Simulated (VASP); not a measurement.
BN (pbesol):

```
B N
1.0
     2.52913    0.00000    0.00000
    -1.26456    2.19029    0.00000
     0.00000    0.00000    7.09902
B N
2 2
Direct
  0.33333 0.66667 0.25000
  0.66667 0.33333 0.75000
  0.33333 0.66667 0.75000
  0.66667 0.33333 0.25000
```

| Quantity | Value |
| --- | --- |
| Program | VASP 6.6.1 |
| Task | relaxation of shape and atoms at fixed volume |
| Functional | PBEsol |
| Potentials or basis | VASP PAW PBE potentials, release 64 (B, N) |
| Cutoff | 600 eV |
| k mesh | 12 × 12 × 4 |
| Occupations | gaussian, width 0.02 eV |
| Spin | no spin polarisation |

At the start: pressure -6.3 GPa; volume 9.83 Å³/atom.

Q: How do energy, volume and symmetry change on relaxing?

A: Over 3 steps the energy falls by 5.1 meV/atom; space group P6_3/mmc (No. 194, to 0.05 Å).

Step by step:
```
step  energy change (eV)  largest force (eV/Å)  pressure (GPa)  volume (Å³)
   1              0.0000                0.0000           -6.33        39.33
   2             -0.0203                0.0000           -0.68        39.33
   3             -0.0203                0.0000           -0.43        39.33
```

Final structure:
```
CELL_PARAMETERS angstrom
2.50603 0.00000 0.00000
-1.25302 2.17029 0.00000
0.00000 0.00000 7.23047
ATOMIC_POSITIONS crystal
B 0.33333 0.66667 0.25000
B 0.66667 0.33333 0.75000
N 0.33333 0.66667 0.75000
N 0.66667 0.33333 0.25000
```

Caveat: the PAW data sets were made with another functional, which shifts forces and pressure a little; this functional lacks dispersion, which binds the layers, so the pressure and a relaxed spacing across them are unreliable.
